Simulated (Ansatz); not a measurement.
# Al2Ru (I4/mmm), rigid cleavage

These are results of DFT PBEsol, scalar-relativistic, plane waves, PAW in Ansatz, not measurements. The runs took a 420 eV cutoff, a Γ-centred 15×15×3 mesh and Gaussian smearing (0.15 eV). No spin polarisation. Energies are free energies at this smearing, counted from the undisturbed cell; pressure is positive in compression.

Reference structure (relaxed at this level; it needn't be the usual structure):

```
Al Ru
1.0
    -3.12136    0.00000    0.00000
     0.00000   -3.12136    0.00000
     0.00000    0.00000   16.84621
Al Ru
8 4
Direct
  0.50000 0.50000 0.45454
  0.00000 0.00000 0.20454
  0.50000 0.50000 0.95454
  0.00000 0.00000 0.70454
  0.00000 0.00000 0.04546
  0.50000 0.50000 0.79546
  0.00000 0.00000 0.54546
  0.50000 0.50000 0.29546
  0.00000 0.00000 0.37500
  0.50000 0.50000 0.12500
  0.00000 0.00000 0.87500
  0.50000 0.50000 0.62500
```

The cut lies on the cell's a–b face, a (0 0 1) plane (indices in the standard cell, whose axes needn't be the Cartesian ones shown) of area 9.74 Å², between layers 1.53 Å apart. Vector c is lengthened by d along the normal with the atoms' Cartesian places fixed: one unrelaxed cut a cell. The cell is metallic on the mesh throughout.

| d (Å) | energy (J/m²) |
| --- | --- |
| -0.30 | 0.49 |
| -0.15 | 0.10 |
| 0.00 | 0.00 |
| 0.25 | 0.20 |
| 0.50 | 0.64 |
| 0.75 | 1.15 |
| 1.00 | 1.65 |
| 1.50 | 2.44 |
| 2.00 | 2.94 |
| 3.00 | 3.39 |
| 4.50 | 3.55 |
| 6.00 | 3.56 |

(1) Predict the traction dE/dd (GPa) at each point.

## Answers

(1)
```csv
d (Å),traction dE/dd (GPa)
-0.30,-38.2
-0.15,-15.0
0.00,0.0
0.25,14.1
0.50,19.9
0.75,20.8
1.00,18.7
1.50,12.7
2.00,7.6
3.00,2.5
4.50,0.2
6.00,0.0
```

Cost: 12 runs of about 6 core-minutes in all, on Intel Xeon Platinum 8488C (Sapphire Rapids) (shared hosts).